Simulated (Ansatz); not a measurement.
# InSe: the cost of one run

Program: Ansatz 0.2.0. Level of theory: DFT PBEsol, scalar-relativistic, plane waves, PAW. These are calculated values, not measurements.

A COD entry behind a cell of this session may itself be a prediction, so a difference from it is no test against experiment.

### 1 The structure to begin with

The structure is trigonal, space group R3m (No. 160). The conventional cell has a = 4.000 Å, b = 4.000 Å, c = 24.950 Å, α = 90.00°, β = 90.00°, γ = 120.00°. In (site symmetry 3m) has 3 Se at 2.64 Å and 1 In at 2.80 Å in its first shell of neighbours. Se (site symmetry 3m) is surrounded by 3 In at 2.64 Å.

As a file:

```
CELL_PARAMETERS angstrom
2.00000 1.15470 8.31667
-2.00000 1.15470 8.31667
0.00000 -2.30940 8.31667
ATOMIC_POSITIONS crystal
In 0.00000 0.00000 0.00000
In 0.11220 0.11220 0.11220
Se 0.61550 0.61550 0.61550
Se 0.83000 0.83000 0.83000
```

No relaxation comes first: the listed cell is the starting point.

### 2 Next: an axial (c/a) deformation path

At fixed volume and fractional coordinates, lengths along (0.000, 0.000, 1.000) are scaled against those across it; ρ is that ratio over its starting value.

### 3 ρ = 0.850

The input, input.yaml:

```yaml
crystal:
  lattice:
    - [2.1113340148, 1.2189792618, 7.4626903157]
    - [-2.1113340148, 1.2189792618, 7.4626903157]
    - [0.0, -2.4379585236, 7.4626903157]
  atoms:
    - { symbol: In, position: [0.0, 0.0, 0.0] }
    - { symbol: In, position: [0.1122, 0.1122, 0.1122] }
    - { symbol: Se, position: [0.6155, 0.6155, 0.6155] }
    - { symbol: Se, position: [0.83, 0.83, 0.83] }
basis:
  ecutwfc: 420
kpoints:
  mp_grid: { grid: [12, 12, 12] }
hamiltonian:
  xc: pbesol
scf:
  occupations: { method: gaussian, width: 0.03 }
output:
  forces: true
  stress: true
  eigenvalues: true
```

Run with:

```console
ansatz run input.yaml --threads 1 --pin off --max-ram 2560MiB --backend cpu --events-out ev --progress --plain --runs-dir out
```

Q: Estimate wall time and peak memory on 1 thread of Intel Xeon 6975P-C (Granite Rapids), shared host.

About 31 s, with a peak of 0.78 GiB.
